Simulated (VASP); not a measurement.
Set up this calculation in VASP 6.6.1, as the native input.

| Item | Value |
| --- | --- |
| Task | single point |
| Functional | B3LYP |
| Potentials or basis | VASP PAW PBE potentials, release 64 (K_sv, Br) |
| Cutoff | 520 eV |
| k mesh | 3 × 3 × 3 |
| Occupations | gaussian, width 0.01 eV |
| Spin | no spin polarisation |
| Dipole correction | no |
| Exchange at q = 0 | truncated |
| Grid for exact exchange (PRECFOCK) | Normal |
| Further INCAR settings | ALGO = Normal; EDIFF = 1e-06; NBANDS = 15 |

Crystal: KBr.

```
K Br
1.0
     0.00000    3.30000    3.30000
     3.30000    0.00000    3.30000
     3.30000    3.30000    0.00000
K Br
1 1
Direct
  0.00000 0.00000 0.00000
  0.50000 0.50000 0.50000
```

One way to write it, as run:

POSCAR

```
KBr
1.0
    0.0000000000      3.3000000000      3.3000000000
    3.3000000000      0.0000000000      3.3000000000
    3.3000000000      3.3000000000      0.0000000000
K Br
1 1
Direct
    0.0000000000      0.0000000000      0.0000000000
    0.5000000000      0.5000000000      0.5000000000
```

INCAR.step1

```
SYSTEM = KBr
ALGO = Normal ; EDIFF = 1E-5
ENCUT = 520 ; GGA = PE
ISIF = 2 ; ISMEAR = 0
LASPH = .True. ; LREAL = .False.
LWAVE = .True. ; NBANDS = 15
NELM = 80 ; PREC = Accurate
SIGMA = 0.01
```

INCAR.step2

```
SYSTEM = KBr
AEXX = 0.2 ; AGGAC = 0.81
AGGAX = 0.72 ; ALDAC = 0.19
ALGO = Normal ; EDIFF = 1E-6
ENCUT = 520 ; GGA = B3
HFRCUT = -1 ; ISIF = 2
ISMEAR = 0 ; ISTART = 1
LASPH = .True. ; LCHARG = .True.
LELF = .True. ; LHFCALC = .True.
LREAL = .False. ; LVHAR = .True.
LWAVE = .False. ; NBANDS = 15
NELM = 80 ; PREC = Accurate
PRECFOCK = Normal ; SIGMA = 0.01
```

KPOINTS

```
k-points
0
Gamma
  3 3 3
  0 0 0
```

Potentials or basis: VASP PAW PBE potentials, release 64 (K_sv, Br).

Command:

```bash
$ cat potpaw_PBE.64/K_sv/POTCAR potpaw_PBE.64/Br/POTCAR > POTCAR
$ cp INCAR.step1 INCAR
$ mpirun -np 1 vasp_std > vasp.out
$ cp INCAR.step2 INCAR
$ mpirun -np 1 vasp_std > vasp.out
```

Results of the run:

```json
{"Pressure": "1.1 GPa", "Band gap on the k mesh": "5.93 eV, direct"}
```

Caveat: the k mesh is coarse (spacing up to 0.55 Å⁻¹), so the values aren't converged, least of all with exact exchange; the PAW data sets were made with another functional, which shifts forces and pressure a little.

It took 4.1 min on 1 thread of Intel(R) Xeon(R) Platinum 8488C (Sapphire Rapids) (shared host), peak memory 0.2 GiB.
